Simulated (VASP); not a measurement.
# KTaO3 (Pm-3m) in VASP: a series of runs, part 2 of 2

VASP 6.6.1. The steps go on from the part before.

## 4. Single point, PBEsol

This run uses another cell than the first one, of 12.53 Å³/atom, 0.990 times its volume.

Contents of INCAR:

```
SYSTEM = KTaO3
PREC = Accurate
ENCUT = 520
EDIFF = 1E-6
ISMEAR = 0
SIGMA = 0.02
LREAL = .False.
LASPH = .True.
NELM = 100
ALGO = Normal
ISIF = 2
LWAVE = .False.
LCHARG = .False.
GGA = PS
NBANDS = 27
```

Contents of KPOINTS:

```
Automatic mesh
0
Gamma
  8 8 8
  0 0 0
```

Contents of POSCAR:

```
KTaO3
1.0
    3.9721291735      0.0000000000      0.0000000000
    0.0000000000      3.9721291735      0.0000000000
    0.0000000000      0.0000000000      3.9721291735
K Ta O
1 1 3
Direct
    0.5000000000      0.5000000000      0.5000000000
    0.0000000000      0.0000000000      0.0000000000
    0.0000000000      0.5000000000      0.0000000000
    0.0000000000      0.0000000000      0.5000000000
    0.5000000000      0.0000000000      0.0000000000
```

Potentials or basis: VASP PAW PBE potentials, release 64 (K_sv, Ta_pv, O).

Launch:

```console
$ cat potpaw_PBE.64/K_sv/POTCAR potpaw_PBE.64/Ta_pv/POTCAR potpaw_PBE.64/O/POTCAR > POTCAR
$ mpirun -np 1 vasp_std > vasp.out
```

OUTCAR:

```text
SYSTEM = KTaO3
   PREC = Accurate
   ENCUT = 520
   EDIFF = 1E-6
   ISMEAR = 0
   LREAL = .False.
   LASPH = .True.
   NELM = 100
   ISIF = 2
   GGA = PS

 ion  position               nearest neighbor table
   1  0.500  0.500  0.500-   3 2.81   4 2.81   5 2.81   3 2.81   5 2.81   4 2.81   5 2.81   5 2.81
                             3 2.81   4 2.81   3 2.81   4 2.81   2 3.44   2 3.44   2 3.44   2 3.44
   2  0.000  0.000  0.000-   3 1.99   4 1.99   5 1.99   4 1.99   3 1.99   5 1.99   1 3.44   1 3.44
                             1 3.44   1 3.44   1 3.44   1 3.44   1 3.44   1 3.44
   3  0.000  0.500  0.000-   2 1.99   2 1.99   1 2.81   1 2.81   1 2.81   1 2.81
   4  0.000  0.000  0.500-   2 1.99   2 1.99   1 2.81   1 2.81   1 2.81   1 2.81
   5  0.500  0.000  0.000-   2 1.99   2 1.99   1 2.81   1 2.81   1 2.81   1 2.81

  LATTYP: Found a simple cubic cell.
 ALAT       =     3.9721291735

  Lattice vectors:

 A1 = (   3.9721291735,   0.0000000000,   0.0000000000)
 A2 = (   0.0000000000,   3.9721291735,   0.0000000000)
 A3 = (   0.0000000000,   0.0000000000,   3.9721291735)

Analysis of symmetry for initial positions (statically):
=====================================================================
 Subroutine PRICEL returns:
 Original cell was already a primitive cell.

 Routine SETGRP: Setting up the symmetry group for a
 simple cubic supercell.

 Subroutine GETGRP returns: Found 48 space group operations
 (whereof 48 operations were pure point group operations)
 out of a pool of 48 trial point group operations.

The static configuration has the point symmetry O_h .

Analysis of symmetry for dynamics (positions and initial velocities):
=====================================================================
 Subroutine PRICEL returns:
 Original cell was already a primitive cell.

 Routine SETGRP: Setting up the symmetry group for a
 simple cubic supercell.

 Subroutine GETGRP returns: Found 48 space group operations
 (whereof 48 operations were pure point group operations)
[... 131 lines left out ...]
  Thomas-Fermi vector in A             =   2.510018
   LORBIT       =      0    0 simple, 1 ext, 2 COOP (PROOUT), +10 PAW based schemes
   GGA     = PS    functional components
   LHFCALC =     F    Hartree Fock is set to
   AEXX    =    0.0000 exact exchange contribution
   IVDW    =     0    specifies the selected vdW correction
   LEPSILON=     F    determine dielectric tensor
   LRPA    =     F    only Hartree local field effects (RPA)
 non-spin polarized calculation
 Gauss-broadening in eV      SIGMA  =   0.02
  energy-cutoff  :      520.00
  volume of cell :       62.67
 maximum number of plane-waves:      1743
 NGX is ok and might be reduce to    30
   NGX = 15   NGY = 15   NGZ = 15

 number of electron      37.9999977 magnetization

 Free energy of the ion-electron system (eV)
  ---------------------------------------------------
  ext. energy  EPLUGINS =         0.00000000
  ---------------------------------------------------
  free energy    TOTEN  =       -42.91271145 eV

  energy without entropy =      -42.91271145  energy(sigma->0) =      -42.91271145

 E-fermi :   1.8942     XC(G=0): -11.2039

 val. band max:        1.7469354305   @ k =   0.5000   0.5000   0.5000
 cond. band min:       3.8564765415   @ k =   0.0000   0.0000   0.0000
 fundamental gap:      2.1095411110
 Fermi energy:         1.8942151475

 k-point     1 :       0.0000    0.0000    0.0000
  band No.  band energies     occupation
      1     -32.2631      2.00000
      2     -32.2631      2.00000
      3     -32.2631      2.00000
      4     -25.3626      2.00000
      5     -15.7831      2.00000
      6     -15.0526      2.00000
[... 709 lines left out ...]
     26      12.4497      0.00000
     27      12.5371      0.00000

 [... further k-points ...]

------------------------ aborting loop because EDIFF is reached ----------------------------------------

  FORCE on cell =-STRESS in cart. coord.  units (eV):
  Direction    XX          YY          ZZ          XY          YZ          ZX
  --------------------------------------------------------------------------------------
  -------------------------------------------------------------------------------------
  Total        1.1132932      1.1132932      1.1132932      0.0000000      0.0000000      0.0000000
  in kB       28.4609940     28.4609940     28.4609940      0.0000000      0.0000000      0.0000000
  external PRESSURE =      28.4609940 kB  Pullay stress =       0.0000000 kB

 VOLUME and BASIS-vectors are now :
 -----------------------------------------------------------------------------
  energy-cutoff  :      520.00
  volume of cell :       62.67
      direct lattice vectors                 reciprocal lattice vectors
     3.972129173  0.000000000  0.000000000     0.251754149  0.000000000  0.000000000
     0.000000000  3.972129173  0.000000000     0.000000000  0.251754149  0.000000000
     0.000000000  0.000000000  3.972129173     0.000000000  0.000000000  0.251754149

 POSITION                                       TOTAL-FORCE (eV/Angst)
 -----------------------------------------------------------------------------------
      1.98606      1.98606      1.98606         0.000000      0.000000      0.000000
      0.00000      0.00000      0.00000         0.000000      0.000000      0.000000
      0.00000      1.98606      0.00000         0.000000      0.000000      0.000000
      0.00000      0.00000      1.98606         0.000000      0.000000      0.000000
      1.98606      0.00000      0.00000         0.000000      0.000000      0.000000
 -----------------------------------------------------------------------------------
    total drift:                                0.000000     -0.000000      0.000000

  FREE ENERGIE OF THE ION-ELECTRON SYSTEM (eV)
  ---------------------------------------------------
  free  energy   TOTEN  =       -42.9127114543 eV

  energy  without entropy=      -42.9127114543  energy(sigma->0) =      -42.91271145
```

Run time: 26 s. Hardware: 1 thread of Intel Xeon Platinum 8559C (Emerald Rapids), shared host; peak memory 0.2 GiB.

What came out:

* Free energy: -42.9127 eV
* Pressure: 2.8 GPa
* Band gap on the k mesh: 2.11 eV, indirect (least direct gap 2.73 eV)

Caveat: the PAW data sets were made with another functional, which shifts forces and pressure a little; spin-orbit coupling is left out, which moves the levels of the heavy elements.

## 5. Summary

| task | cell | cutoff (eV) | gap on the mesh (eV) | pressure (GPa) |
| --- | --- | --- | --- | --- |
| single point | Pm-3m, 12.66 Å³/atom | 520 | 2.09 | 0.7 |
| relaxation of cell and atoms | relaxed | 600 | 2.09 | 0.0 |
| single point | Pm-3m, 12.53 Å³/atom | 520 | 2.11 | 2.8 |

Alike in all rows: level PBEsol; potentials or basis VASP PAW PBE potentials, release 64 (K_sv, Ta_pv, O); no spin polarisation; k mesh 8 × 8 × 8; smearing gaussian 0.02 eV.

Caveats: the PAW data sets were made with another functional, which shifts forces and pressure a little; spin-orbit coupling is left out, which moves the levels of the heavy elements.

Absolute energies hang on the potentials; compare differences alone.
